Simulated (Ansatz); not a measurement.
Input and command of a calculation in Ansatz (plane waves; scalar-relativistic PAW potentials unless the input names others):

```yaml
crystal:
  lattice:
    - [3.5633720178, 0.0, 0.0]
    - [-1.7816860089, 3.9839710305, 0.0]
    - [0.0, -2.3903826183, 0.7967942061]
  atoms:
    - { symbol: Cu, position: [0.0, 0.0, 0.0] }
basis:
  ecutwfc: 420
  xc_grid: 3
kpoints:
  mp_grid: { grid: [11, 9, 42] }
hamiltonian:
  xc: pbesol
scf:
  occupations: { method: gaussian, width: 0.1 }
output:
  forces: true
  eigenvalues: true
  stress: true
```

```bash
ansatz run input.yaml --threads 4 --pin off --max-ram 10240MiB --backend cpu --events-out ev --progress --plain --runs-dir out
```

Abridged log:
```
Warning: crystal.symmetry: narrowed to the stabiliser of the k-point mesh — unitary ops 48 → 2; excluded 46 operations that carry a point of the 11×9×42 mesh (shift [0, 0, 0]) off the mesh (the run samples exactly the mesh kpoints.mp_grid names, as under crystal.symmetry.detect: false, and its converged state has the mesh's symmetry, not the crystal's; ε∞, the Born charges and the force constants of a linear response (`dielectric:` by the response, `phonons.method: dfpt`) are averaged over those of the crystal's operations that the state keeps within a tolerance, where `mesh_tensors`, `unavera ...
Basis set: ecut = 420 eV, 229 PW (Γ), exchange–correlation on 72×90×54 points (27 copies of the dense FFT grid, shifted against one another)
Bands: 14, of which v1, the nominal top of the filled ones, is band 10 counted from 1 (9 counted from 0)
Symmetry: 2 space group operations
k-points: 2080 of 4158
SCF iter   1: F=—  HF=-6588.779005 eV  |F-HF|=—  |Δ(HF+E_count)|=         —  Δρ=2.05e-2  dr2=2.45e-2  ethr=1.77e-3  ⟨swp⟩=5.3  Hψ=145921  notcnv=0
SCF iter   2: F=—  HF=-6588.773177 eV  |F-HF|=—  |Δ(HF+E_count)|=   5.83e-3  Δρ=9.49e-4  dr2=4.34e-5  ethr=1.29e-4  ⟨swp⟩=2.8  Hψ=62594  notcnv=0  defer=801
SCF iter   3: F=—  HF=-6588.773161 eV  |F-HF|=—  |Δ(HF+E_count)|=   1.58e-5  Δρ=9.45e-4  dr2=3.91e-5  ethr=2.29e-7  ⟨swp⟩=2.0  Hψ=48059  notcnv=0  defer=801
SCF iter   4: F=—  HF=-6588.773184 eV  |F-HF|=—  |Δ(HF+E_count)|=   2.36e-5  Δρ=6.88e-5  dr2=1.98e-7  ethr=2.06e-7  ⟨swp⟩=1.0  Hψ=28240  notcnv=0  defer=801
SCF iter   5: F=-6588.773185 eV  HF=-6588.773185 eV  |F-HF|=8.46e-11  |Δ(HF+E_count)|=   1.68e-7  Δρ=2.83e-6  dr2=4.04e-10  ethr=1.04e-9  ⟨swp⟩=2.3  Hψ=42002  notcnv=0  defer=801
SCF iter   6: F=-6588.773185 eV  HF=-6588.773185 eV  |F-HF|=0.00e0  |Δ(HF+E_count)|=  2.06e-10  Δρ=1.17e-7  dr2=5.02e-13  ethr=2.13e-12  ⟨swp⟩=2.3  Hψ=96905  notcnv=0
SCF 1 converged in 6 iterations: F = -6588.773185 eV  dr2 = 5.02e-13
SCF converged after 6 iterations
Free energy (F): -6588.773185 eV
Harris-Foulkes:  -6588.773185 eV  (|F-HF|=0.00e0)
Internal energy: -6588.771576 eV  (E = F + TS)
E sigma→0 (E₀):  -6588.772380 eV
Entropy (-TS):   -0.001609 eV (-1.609 meV/atom)
Fermi energy:    17.560654 eV
--- Forces (eV/Å), atoms counted from 1 ---
  atom   1  Cu     0.00000000     0.00000000     0.00000000
--- Stress (GPa, compression-positive) ---
       -0.034057      -0.093514      -0.028592
       -0.093514       0.139154      -0.168328
       -0.028592      -0.168328       0.054139
  P = ⅓ Tr σ = 0.0531 GPa (0.531 kbar)
```

Apart from outputs and empty bands, the input differs from a reference run on usual settings in basis.xc_grid: not typed → 3. The reference, at the same geometry, gave pressure 0.05 GPa, largest force 0.000 eV/Å, no gap on the mesh. This run converged in 6 SCF iterations (reference: 6) with an energy at zero smearing within 0.01 meV/atom of the reference's, pressure 0.05 GPa, largest force 0.000 eV/Å, no gap on the mesh.

Time: 3.4 s on 4 threads of Intel(R) Xeon(R) 6975P-C (Granite Rapids), on a shared host, peak memory 0.7 GiB.